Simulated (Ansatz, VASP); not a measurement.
# Zr5N4: VASP beside Ansatz

```xyz
9
Lattice="3.2189 0.0000 0.0000 -1.6094 2.7876 0.0000 0.0000 0.0000 25.5128" Properties=species:S:1:pos:R:3 pbc="T T T"
Zr    1.6094    0.9292    7.5000
Zr    0.0000    1.8584   10.1282
Zr    0.0000    0.0000   12.7564
Zr    1.6094    0.9292   15.3846
Zr    0.0000    1.8584   18.0128
N     0.0000    0.0000    8.8141
N     1.6094    0.9292   11.4423
N     0.0000    1.8584   14.0705
N     0.0000    0.0000   16.6987
```

Alike in both runs: task single point; functional PBEsol; k mesh 12 × 12 × 1; occupations gaussian, width 0.1 eV; no spin polarisation.

```csv
,VASP,Ansatz
version,VASP 6.6.1,Ansatz 0.2.0
potentials or method,"VASP PAW PBE potentials, release 64 (Zr_sv, N)","scalar-relativistic, plane waves, PAW"
plane-wave cutoff (eV),520,420
valence electrons in the cell,80,80
```

```tsv
	VASP	Ansatz	Ansatz less VASP
gap on the k mesh at the Fermi level (eV)	none	none	-
rms of the force components (eV/Å)	0.276	0.282	+0.0051
```

A gap of «none» marks a metal or a gap that the smearing closes. Ansatz warned: «vacuum_density_over_bound».

Caveats: the PAW data sets were made with another functional, which shifts forces and pressure a little (VASP).
